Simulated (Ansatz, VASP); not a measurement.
Two plane-wave programs on MnSb

```
Mn Sb
1.0
     0.00000    2.79502    2.79502
     2.79502    0.00000    2.79502
     2.79502    2.79502    0.00000
Mn Sb
1 1
Direct
  0.00000 0.00000 0.00000
  0.50000 0.50000 0.50000
```

The cell comes from a database or a generator and needn't be the stable form of this composition.

Alike in both runs: task single point; functional PBEsol; k mesh 14 × 14 × 14; occupations gaussian, width 0.15 eV; collinear spin.

|  | VASP | Ansatz |
| --- | --- | --- |
| version | VASP 6.6.1 | Ansatz 0.2.0 |
| potentials or method | VASP PAW PBE potentials, release 64 (Mn_pv, Sb) | scalar-relativistic, plane waves, PAW |
| plane-wave cutoff (eV) | 520 | 420 |
| valence electrons in the cell | 18 | 30 |

Ansatz gave:

| Item | Value |
| --- | --- |
| gap on the k mesh at the Fermi level (eV) | none |
| pressure (GPa) | -4.2 |
| net moment per atom (μB) | 1.91 |
| size of the moment on the site where the two differ most (μB) | 3.78 |

What did VASP give for the same quantities?

gap on the k mesh at the Fermi level (eV): none; pressure (GPa): -4.2; net moment per atom (μB): 1.91; size of the moment on the site where the two differ most (μB): 3.73.

Site moments also hang on the region over which each program counts them. A gap of «none» marks a metal or a gap that the smearing closes. The two sets of potentials don't hold the same shells in valence.

Caveats: the PAW data sets were made with another functional, which shifts forces and pressure a little (VASP); a cell with one magnetic atom can't hold antiferromagnetic order, which such compounds often take. Spin-orbit coupling is left out, which matters for the levels of Sb.
